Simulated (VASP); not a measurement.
# BN (F-43m) in VASP: a series of runs

The runs below take BN through G0W0 quasiparticle levels, with PBE.

All numbers are computed with VASP 6.6.1; they aren't measurements. Logs are shortened: lines on timing, memory, paths and dates and some standing lists are left out, and cuts for length are marked.

**1. The crystal as given**

The structure is cubic, space group F-43m (No. 216). The conventional cell has a = 3.626 Å, b = 3.626 Å, c = 3.626 Å, α = 90.00°, β = 90.00°, γ = 90.00°. Around N (site symmetry -43m) lie 4 B at 1.57 Å. Around B (site symmetry -43m) lie 4 N at 1.57 Å.

The cell is a database's computed one.

**2. G0W0 quasiparticle levels, PBE**

Contents of POSCAR:

```
BN
1.0
    0.0000000000      1.8130010000      1.8130010000
    1.8130010000      0.0000000000      1.8130010000
    1.8130010000      1.8130010000      0.0000000000
N B
1 1
Direct
    0.2500000000      0.2500000000      0.2500000000
    0.0000000000      0.0000000000      0.0000000000
```

Contents of INCAR.step1:

```
  PREC = Accurate
  ENCUT = 450
  EDIFF = 1E-8
  ISMEAR = 0
  SIGMA = 0.01
  LREAL = False
  LASPH = True
  NELM = 100
  ALGO = Normal
  LWAVE = True
  LCHARG = False
  GGA = PE
```

Contents of INCAR.step2:

```
  PREC = Accurate
  ENCUT = 450
  EDIFF = 1E-8
  ISMEAR = 0
  SIGMA = 0.01
  LREAL = False
  LASPH = True
  NELM = 1
  ALGO = Exact
  LWAVE = True
  LCHARG = False
  GGA = PE
  NBANDS = 75
  LOPTICS = True
  ISTART = 1
```

Contents of INCAR.step3:

```
  PREC = Accurate
  ENCUT = 450
  EDIFF = 1E-8
  ISMEAR = 0
  SIGMA = 0.01
  LREAL = False
  LASPH = True
  ALGO = EVGW0
  LWAVE = False
  LCHARG = False
  GGA = PE
  NELMGW = 1
  NBANDS = 75
  ENCUTGW = 50
  NOMEGA = 48
  PRECFOCK = Fast
  ISTART = 1
  NBANDSGW = 12
```

Contents of KPOINTS:

```
Automatic mesh
0
Gamma
  3 3 3
```

Potentials or basis: VASP PAW PBE potentials, release 64 (N_GW, B_GW).

Launch:

```
> cat potpaw_PBE.64/N_GW/POTCAR potpaw_PBE.64/B_GW/POTCAR > POTCAR
> cp INCAR.step1 INCAR
> mpirun -np 1 vasp_std > vasp.out
> cp INCAR.step2 INCAR
> mpirun -np 1 vasp_std > vasp.out
> cp INCAR.step3 INCAR
> mpirun -np 1 vasp_std > vasp.out
```

OUTCAR:

```text
PREC = Accurate
   ENCUT = 450
   EDIFF = 1E-8
   ISMEAR = 0
   LREAL = False
   LASPH = True
   GGA = PE
   NELMGW = 1
   ENCUTGW = 50
   PRECFOCK = Fast
   ISTART = 1

 Found      4 irreducible k-points:

 Following reciprocal coordinates:
            Coordinates               Weight
  0.000000  0.000000  0.000000      1.000000
  0.333333  0.000000  0.000000      8.000000
  0.333333  0.333333  0.000000      6.000000
 -0.333333  0.333333  0.000000     12.000000
   k-points           NKPTS =      4   k-points in BZ     NKDIM =     27   number of bands    NBANDS=     75
   number of dos      NEDOS =    301   number of ions     NIONS =      2
   total plane-waves  NPLWV =   5832
   dimension x,y,z NGX =    18 NGY =   18 NGZ =   18
   dimension x,y,z NGXF=    36 NGYF=   36 NGZF=   36
   ions per type =               1   1
   NGX,Y,Z   is equivalent  to a cutoff of  11.67, 11.67, 11.67 a.u.
   NGXF,Y,Z  is equivalent  to a cutoff of  23.34, 23.34, 23.34 a.u.
 SYSTEM =  unknown system
   PREC   = accura    normal or accurate (medium, high low for compatibility)
   ISTART =      1    job   : 0-new  1-cont  2-samecut
   ICHARG =      0    charge: 1-file 2-atom 10-const
   ISPIN  =      1    spin polarized calculation?
   LNONCOLLINEAR =      F non collinear calculations
   LSORBIT =      F    spin-orbit coupling
   LASPH  =      T    aspherical Exc in radial PAW
   ENCUT  =  450.0 eV  33.07 Ry    5.75 a.u.   4.43  4.43  4.43*2*pi/ulx,y,z
   NELM   =     60;   NELMIN=  2; NELMDL=  0     # of ELM steps
   EDIFF  = 0.1E-07   stopping-criterion for ELM
   LREAL  =      F    real-space projection
   EDIFFG = 0.1E-06   stopping-criterion for IOM
   NSW    =      0    number of steps for IOM
   IBRION =     -1    ionic relax: 0-MD 1-quasi-New 2-CG
   NFREE  =      0    steps in history (QN), initial steepest desc. (CG)
   ISIF   =      0    stress and relaxation
   ISYM   =      3    0-nonsym 1-usesym 2-fastsym
   POTIM  = 0.5000    time-step for ionic-motion
   TEBEG  =    0.0;   TEEND  =   0.0 temperature during run
   PSTRESS=    0.0 pullay stress
   NELECT =       8.0000    total number of electrons
   NUPDOWN=      -1.0000    fix difference up-down
   EMIN   =  10.00;   EMAX   =-10.00  energy-range for DOS
   EFERMI =   0.00;   METHOD = LEGACY
   ISMEAR =     0;   SIGMA  =   0.01  broadening in eV -4-tet -1-fermi 0-gaus
   EFERMI_NEDOS =   21; number of points for ismear=-14 and -15
   IALGO  =     38    algorithm
   IMIX   =      4    mixing-type and parameters
     AMIX     =   0.40;   BMIX     =  1.00
     AMIX_MAG =   1.60;   BMIX_MAG =  1.00
  volume/ion in A,a.u.               =       5.96        40.22
  Fermi-wavevector in a.u.,A,eV,Ry     =   1.433387  2.708709 27.954506  2.054598
  Thomas-Fermi vector in A             =   2.552911
   LORBIT       =      0    0 simple, 1 ext, 2 COOP (PROOUT), +10 PAW based schemes
   GGA     = PE    functional components
   LHFCALC =     T    Hartree Fock is set to
   PRECFOCK=fast      Normal, Fast or Accurate (Low or Medium for compatibility)
   ENCUT4O =  -1.0   cutoff for four orbital integrals eV
   NKREDX  =     1    reduce k-point grid by
   NKREDY  =     1    reduce k-point grid by
   NKREDZ  =     1    reduce k-point grid by
   AEXX    =    1.0000 exact exchange contribution
   HFSCREEN=    0.0000 screening length (either q_TF or 0.3 A-1)
   HFSCREENC=   0.0000 screening length for correlation (either q_TF or 0.3 A-1)
   ENCUTFOCK=  -1.0 apply spherical cutoff to Coloumb kernel
   IVDW    =     0    specifies the selected vdW correction
   LEPSILON=     F    determine dielectric tensor
   LRPA    =     F    only Hartree local field effects (RPA)
   LRPAFORCE           =     F    calculate RPA forces
   ENCUTGW             =  50.0    cutoff for response function in eV
   ENCUTGWSOFT         =  40.0    soft cutoff for Coulomb kernel in GW response function in eV
   ENCUTLF             =  -1.0    cutoff for local field effects
   NELMGW              =     1    number of iterations in solving QP/BSE equation
   NELMHF              =     1    number of iterations in the inner HF iteration
   NKREDLFX            =     1    NKREDLFY  =   1   NKREDLFZ  =   1
 non-spin polarized calculation
 Gauss-broadening in eV      SIGMA  =   0.01
  energy-cutoff  :      450.00
  volume of cell :       11.92
 maximum number of plane-waves:       259
 NGX is ok and might be reduce to    18
  NGX = 12; NGY = 12; NGZ = 12
   NGX =  9   NGY =  9   NGZ =  9
 maximum number of plane-waves:        15
 NGX is ok and might be reduce to    10

 QP shifts <psi_nk| G(iteration)W_0 |psi_nk>: iteration 1
 for sc-GW calculations column KS-energies equals QP-energies in previous step
 and V_xc(KS)=  KS-energies - (<T + V_ion + V_H > + <T+V_H+V_ion>^1  + <V_x>^1)

 k-point   1 :       0.0000    0.0000    0.0000
  band No.  KS-energies  QP-energies   sigma(KS)   V_xc(KS)     V^pw_x(r,r')   Z            occupation Imag(sigma)

      1     -12.7045     -14.3211     -17.4971     -15.4437     -26.3915       0.7873       2.0000       1.3964
      2       7.4800       7.2657     -18.5165     -18.2590     -22.3910       0.8323       2.0000       0.1202
      3       7.4800       7.2657     -18.5165     -18.2590     -22.3910       0.8323       2.0000       0.1202
      4       7.4800       7.2657     -18.5165     -18.2590     -22.3910       0.8323       2.0000       0.1202
      5      16.1541      17.7562     -11.8171     -13.7408      -6.6858       0.8328       0.0000      -0.1288
      6      16.1541      17.7562     -11.8171     -13.7408      -6.6858       0.8328       0.0000      -0.1288
      7      16.1541      17.7562     -11.8171     -13.7408      -6.6858       0.8328       0.0000      -0.1288
      8      17.6446      18.8575     -13.9132     -15.3925      -8.0853       0.8199       0.0000      -0.1612
      9      31.9542      32.6145     -10.5316     -11.3463      -3.2201       0.8105       0.0000      -0.6294
     10      35.0433      36.2818     -11.7553     -13.2558      -5.3479       0.8254       0.0000      -0.5455
     11      35.0433      36.2818     -11.7553     -13.2558      -5.3479       0.8254       0.0000      -0.5455
     12      35.6373      36.3064     -10.1681     -10.9827      -2.9663       0.8213       0.0000      -0.7986

 k-point   2 :       0.3333    0.0000    0.0000
  band No.  KS-energies  QP-energies   sigma(KS)   V_xc(KS)     V^pw_x(r,r')   Z            occupation Imag(sigma)
[... 33 lines left out ...]
      1      -7.3843      -8.8436     -19.1209     -17.2314     -26.7577       0.7723       2.0000       0.6972
      2      -0.9236      -1.9198     -16.2474     -14.9926     -21.3312       0.7939       2.0000       0.2418
      3       0.1065      -0.8311     -16.5664     -15.3973     -21.5376       0.8020       2.0000       0.2137
      4       3.9902       3.4368     -17.3918     -16.7145     -21.7092       0.8171       2.0000       0.1510
      5      15.2084      16.2293     -11.8659     -13.0861      -6.8133       0.8367       0.0000      -0.1262
      6      21.7399      23.5649     -13.7301     -15.9843      -7.8310       0.8096       0.0000      -0.2019
      7      21.9107      23.9600     -12.8024     -15.3419      -6.6763       0.8069       0.0000      -0.2157
      8      23.3440      25.3426     -13.0223     -15.5300      -6.4707       0.7970       0.0000      -0.2644
      9      25.4984      26.8068     -11.7589     -13.3611      -5.6086       0.8166       0.0000      -0.2534
     10      32.3255      33.3692     -11.0967     -12.3564      -4.7162       0.8285       0.0000      -0.4825
     11      34.0402      35.9067     -11.8531     -14.2195      -4.1780       0.7888       0.0000      -0.7463
     12      42.0541      42.9707     -10.4511     -11.5505      -2.9540       0.8338       0.0000      -1.2208
```

Run time: 5.2 s. Hardware: 1 thread of Intel Xeon Platinum 8488C (Sapphire Rapids), shared host; peak memory 0.12 GiB.

The run converged, but some of its settings lie outside the range that counts as converged, so its numbers aren't taken as properties of the crystal.

Results:

```
Band gap on the k mesh, mean-field level : 5.58 eV, indirect (least direct gap 8.67 eV)
Quasiparticle gap                        : 6.71 eV
Least direct quasiparticle gap           : 10.49 eV
```

Caveat: the k mesh is coarse (spacing up to 1.00 Å⁻¹), so the values aren't converged; bands, screening cutoff and mesh are small and nothing is extrapolated, so the quasiparticle values aren't converged; an odd mesh through Γ misses points on the zone boundary, where band edges often lie.

**3. G0W0 quasiparticle levels, PBE**

POSCAR is that of step 2.

INCAR.step1 is that of step 2.

INCAR.step2, as its differences from that of step 2:

```diff
@@ -12,3 +12,3 @@
   GGA = PE
-  NBANDS = 75
+  NBANDS = 32
   LOPTICS = True
```

INCAR.step3, as its differences from that of step 2:

```diff
@@ -12,5 +12,5 @@
   NELMGW = 1
-  NBANDS = 75
-  ENCUTGW = 50
-  NOMEGA = 48
+  NBANDS = 32
+  ENCUTGW = 150
+  NOMEGA = 36
   PRECFOCK = Fast
```

KPOINTS is that of step 2.

Potentials or basis: VASP PAW PBE potentials, release 64 (N_GW, B_GW).

Launch:

```
> cat potpaw_PBE.64/N_GW/POTCAR potpaw_PBE.64/B_GW/POTCAR > POTCAR
> cp INCAR.step1 INCAR
> mpirun -np 1 vasp_std > vasp.out
> cp INCAR.step2 INCAR
> mpirun -np 1 vasp_std > vasp.out
> cp INCAR.step3 INCAR
> mpirun -np 1 vasp_std > vasp.out
```

OUTCAR:

```text
PREC = Accurate
   ENCUT = 450
   EDIFF = 1E-8
   ISMEAR = 0
   LREAL = False
   LASPH = True
   GGA = PE
   NELMGW = 1
   ENCUTGW = 150
   PRECFOCK = Fast
   ISTART = 1

 Found      4 irreducible k-points:

 Following reciprocal coordinates:
            Coordinates               Weight
  0.000000  0.000000  0.000000      1.000000
[... 85 lines left out ...]
      2       7.4800       6.9211     -18.9429     -18.2590     -22.3910       0.8172       2.0000       0.1331
      3       7.4800       6.9211     -18.9429     -18.2590     -22.3910       0.8172       2.0000       0.1331
      4       7.4800       6.9211     -18.9429     -18.2590     -22.3910       0.8172       2.0000       0.1331
      5      16.1541      17.6000     -11.9849     -13.7408      -6.6858       0.8234       0.0000      -0.1637
      6      16.1541      17.6000     -11.9849     -13.7408      -6.6858       0.8234       0.0000      -0.1637
      7      16.1541      17.6000     -11.9849     -13.7408      -6.6858       0.8234       0.0000      -0.1637
      8      17.6446      18.9187     -13.8099     -15.3925      -8.0853       0.8051       0.0000      -0.2022
      9      31.9542      32.6078     -10.5317     -11.3463      -3.2201       0.8024       0.0000      -0.7243
     10      35.0433      36.4904     -11.5201     -13.2558      -5.3479       0.8338       0.0000      -0.5845
     11      35.0433      36.4904     -11.5201     -13.2558      -5.3479       0.8338       0.0000      -0.5845
     12      35.6373      36.4827      -9.9622     -10.9827      -2.9663       0.8285       0.0000      -0.9016
[... 36 lines left out ...]
      1      -7.3843      -8.9104     -19.1897     -17.2314     -26.7577       0.7793       2.0000       0.9419
      2      -0.9236      -2.2367     -16.6504     -14.9926     -21.3312       0.7920       2.0000       0.2751
      3       0.1065      -1.1733     -17.0031     -15.3973     -21.5376       0.7970       2.0000       0.2455
      4       3.9902       3.0904     -17.8248     -16.7145     -21.7092       0.8104       2.0000       0.1655
      5      15.2084      16.2189     -11.8688     -13.0861      -6.8133       0.8302       0.0000      -0.1574
      6      21.7399      23.3885     -13.9118     -15.9843      -7.8310       0.7955       0.0000      -0.2574
      7      21.9107      23.7161     -13.0651     -15.3419      -6.6763       0.7929       0.0000      -0.2808
      8      23.3440      25.0980     -13.2987     -15.5300      -6.4707       0.7861       0.0000      -0.3463
      9      25.4984      26.7748     -11.7854     -13.3611      -5.6086       0.8101       0.0000      -0.3056
     10      32.3255      33.5376     -10.8982     -12.3564      -4.7162       0.8312       0.0000      -0.5270
     11      34.0402      35.7406     -12.0576     -14.2195      -4.1780       0.7865       0.0000      -0.8798
     12      42.0541      43.1395     -10.2481     -11.5505      -2.9540       0.8334       0.0000      -1.2645
```

OUTCAR.step2:

```text
PREC = Accurate
   ENCUT = 450
   EDIFF = 1E-8
   ISMEAR = 0
   LREAL = False
[... 518 lines left out ...]
     0.00000     6.34640     6.34640     6.34640    -0.00000     0.00000    -0.00000
     1.42144     6.43444     6.43444     6.43444    -0.00000     0.00000    -0.00000
     2.84287     6.72267     6.72267     6.72267    -0.00000     0.00000    -0.00000
     4.26431     7.29059     7.29059     7.29059    -0.00000     0.00000    -0.00000
     5.68574     8.35653     8.35653     8.35653    -0.00000     0.00000    -0.00000
     7.10718    10.67884    10.67884    10.67884    -0.00000     0.00000    -0.00000
[... 92 lines left out ...]
   139.30066     0.94679     0.94679     0.94679     0.00000    -0.00000     0.00000
   140.72209     0.94793     0.94793     0.94793     0.00000    -0.00000     0.00000
```

Wall time 4.6 s (1 thread of Intel Xeon Platinum 8488C (Sapphire Rapids), shared host); peak memory 0.11 GiB.

The run converged, but some of its settings lie outside the range that counts as converged, so its numbers aren't taken as properties of the crystal.

Results:

```
Band gap on the k mesh, mean-field level : 5.58 eV, indirect (least direct gap 8.67 eV)
Quasiparticle gap                        : 7.06 eV
Least direct quasiparticle gap           : 10.68 eV
```

Caveat: the k mesh is coarse (spacing up to 1.00 Å⁻¹), so the values aren't converged; bands, screening cutoff and mesh are small and nothing is extrapolated, so the quasiparticle values aren't converged; an odd mesh through Γ misses points on the zone boundary, where band edges often lie.

[end of part 1 of 3]
